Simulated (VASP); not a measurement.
A VASP 6.6.1 single-point calculation on AlAs

INCAR

```
LCHARG = .FALSE.
NELM = 120
ISIF = 2
SIGMA = 0.01
NBANDS = 11
IBRION = -1
LWAVE = .FALSE.
ALGO = Normal
PREC = Medium
LREAL = .FALSE.
LASPH = .TRUE.
EDIFF = 1E-7
METAGGA = SCAN
ISMEAR = 0
ENCUT = 520
NSW = 0
```

KPOINTS

```
KPOINTS created by Atomic Simulation Environment
0
Gamma
8 8 8
0 0 0
```

POSCAR

```
Al As
 1.0000000000000000
     0.0000000000000000    2.9042199038000001    2.9042199038000001
     2.9042199038000001    0.0000000000000000    2.9042199038000001
     2.9042199038000001    2.9042199038000001    0.0000000000000000
 Al  As
   1   1
Cartesian
  0.0000000000000000  0.0000000000000000  0.0000000000000000
  1.4521099519000000  1.4521099519000000  1.4521099519000000
```

The recommended PBE PAW datasets give the neutral cell 8 valence electrons.

Command

```
mpirun -np 1 vasp_std
```

Q: How does this run end, and what does it give?

A: It converged. Results: gap between bands v and c on the k mesh 1.85 eV; least direct gap on the k mesh 1.94 eV; pressure -4.7 GPa. Band v is the last that the valence electrons fill when counted band by band, and c is the next.

OSZICAR

```
N       E                     dE             d eps       ncg     rms          rms(c)
DAV:   1    -0.510170093830E+01   -0.51017E+01   -0.31362E+03   646   0.562E+02
DAV:   2    -0.292189115905E+02   -0.24117E+02   -0.23036E+02   808   0.893E+01
DAV:   3    -0.303904011190E+02   -0.11715E+01   -0.11693E+01   789   0.199E+01
DAV:   4    -0.304005525602E+02   -0.10151E-01   -0.10151E-01   758   0.225E+00
DAV:   5    -0.304007499992E+02   -0.19744E-03   -0.19744E-03   771   0.305E-01    0.383E+00
DAV:   6    -0.290518398614E+02    0.13489E+01   -0.75543E-01   670   0.466E+00    0.213E+00
DAV:   7    -0.290639493362E+02   -0.12109E-01   -0.26620E-01   653   0.384E+00    0.924E-01
DAV:   8    -0.290808333931E+02   -0.16884E-01   -0.33958E-02   724   0.155E+00    0.264E-01
DAV:   9    -0.290820157879E+02   -0.11824E-02   -0.24758E-03   791   0.436E-01    0.132E-01
DAV:  10    -0.290820184081E+02   -0.26203E-05   -0.14540E-04   716   0.103E-01    0.107E-02
DAV:  11    -0.290820341489E+02   -0.15741E-04   -0.18032E-05   779   0.335E-02    0.648E-03
DAV:  12    -0.290820300607E+02    0.40882E-05   -0.94281E-07   743   0.785E-03    0.276E-03
DAV:  13    -0.290820318651E+02   -0.18044E-05   -0.21765E-07   755   0.320E-03    0.560E-04
DAV:  14    -0.290820319797E+02   -0.11457E-06   -0.17987E-08   394   0.133E-03    0.116E-04
DAV:  15    -0.290820319343E+02    0.45363E-07   -0.27561E-09   364   0.350E-04
   1 F= -.29082032E+02 E0= -.29082032E+02  d E =-.378953E-14
```

For comparison, a separate r²SCAN run of the intended cell, on usual settings and not on those above, gives a gap of 1.90 eV on its mesh and a pressure of -4.5 GPa.
